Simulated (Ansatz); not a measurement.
# SnO (wurtzite) from LDA to hybrids

All numbers come from Ansatz. Note: simulated data, non-magnetic, for a generated structure that need not be the stable one.

SnO in the wurtzite structure (no longer in that coordination), relaxed with r2SCAN. The symmetry is P6_3mc (No. 186, hexagonal); a = 3.298 Å, c = 9.216 Å in the conventional setting, 21.71 Å³ an atom. Sn is surrounded by 3 O at 2.16 Å; O is surrounded by 3 Sn at 2.16 Å.

```
Sn O
1.0
     3.29816    0.00000    0.00000
    -1.64908    2.85629    0.00000
     0.00000    0.00000    9.21637
Sn O
2 2
Direct
  0.33333 0.66667 0.99336
  0.66667 0.33333 0.49336
  0.33333 0.66667 0.38164
  0.66667 0.33333 0.88164
```

Relaxed lattice by functional, symmetry kept:
```
functional   k mesh  a (Å)  c (Å)  volume (Å³/atom)
       PBE  12×12×4  3.361  9.192             22.48
    r2SCAN  12×12×4  3.298  9.216             21.71
    PBEsol  12×12×4  3.290  8.516             19.96
       LDA  12×12×4  3.260  8.134             18.71
     HSE06    6×6×2  3.304  9.757             23.06
```

On this one geometry the levels give:

| level | k mesh | gap (eV) | kind | edges | least direct gap (eV) | rough cost |
| --- | --- | --- | --- | --- | --- | --- |
| LDA | 12×12×4 | 1.33 | indirect | M–K (0.88) → Γ | 1.68 | 14 core-seconds |
| PBE | 12×12×4 | 1.39 | indirect | M–K (0.90) → Γ | 1.68 | 19 core-seconds |
| PBE+SOC | 12×12×4 | 1.38 | indirect | M–K (0.88) → Γ | 1.68 | 80 core-seconds |
| r2SCAN | 12×12×4 | 1.60 | indirect | M–K (0.88) → M | 1.89 | 30 core-seconds |
| r2SCANh | 6×6×2 | 2.05 | indirect | M–K (0.88) → M | 2.38 | 3 core-minutes |
| HSE06 | 6×6×2 | 1.91 | indirect | M–K (0.88) → M | 2.26 | 2.8 core-minutes |
| HSE06+SOC | 6×6×2 | 1.91 | indirect | M–K (0.88) → M | 2.26 | 14 core-minutes |
| DDH-PBE0 | 6×6×2 | 2.08 | indirect | M–K (0.88) → M | 2.40 | 4 core-minutes |
| PBE0 | 6×6×2 | 2.57 | indirect | M–K (0.88) → M | 2.93 | 2.8 core-minutes |
| G0W0@PBE (259 empty bands, 120 eV, 6×6×2) | 6×6×2 | 2.05 | – | K → Γ (mesh) | – | 8 core-minutes |

PBE: smearing of 0.02 eV; the others have fixed occupations.
Wave cutoffs: 420 eV, 500 eV (r2SCAN, r2SCANh).
Points off the special ones are mesh points or PBE's searched band edges, reused at the other levels. Run but not listed, since they were read on a mesh alone, on too coarse a mesh, or into states of the vacuum: LC-ωPBE.
The G0W0 gap is PBE's gap over the path plus the quasiparticle shift read on the mesh. G0W0 values are finite-basis, finite-mesh values.
Costs come from shared machines and give only the order; PBE's includes the band path. The runs had 2 threads of Arm Neoverse V1, on a shared host.

With HSE06 the valence top lies at M–K (0.88 of the way from M) and the conduction bottom at M, 1.91 eV higher; the smallest vertical gap, at M, is 2.26 eV. Spin-orbit coupling changes the PBE gap by -0.016 eV, to 1.38 eV. Spin-orbit coupling changes the HSE06 gap by -0.001 eV, to 1.91 eV.

Set against the finite-basis gap of 2.05 eV from G0W0@PBE (259 empty bands, 120 eV, 6×6×2), PBE's least gap plus the shift on the mesh, where the gap is 2.08 eV, the closest functional is r2SCANh, which differs by 0.00 eV, at about 6 times r2SCAN's rough cost; G0W0 itself took about 15 times r2SCAN's rough cost. The others: DDH-PBE0 +0.03, HSE06 -0.14, r2SCAN -0.45, PBE0 +0.52, PBE -0.66, LDA -0.72 eV. The yardstick's own error is a tenth of an eV or more. r2SCAN covers 40 % of the step from PBE to HSE06, while HSE06 needs about 5 times r2SCAN's rough cost (on a coarser mesh). For gaps to 0.1 eV, spin-orbit coupling (up to 0.001 eV on HSE06's least or direct gap) can be left out. Among these functionals the gap stays indirect.

r2SCAN (ground state on 9×9×2): ε∞: 7.88 along x and y, 3.48 along z. Born charges, averaged over directions: Sn +2.32, O -2.32 e. PBE (ground state on 9×9×2): ε∞: 8.31 along x and y, 3.77 along z. Born charges, averaged over directions: Sn +2.29, O -2.29 e.

Only the levels marked +SOC include spin-orbit coupling.
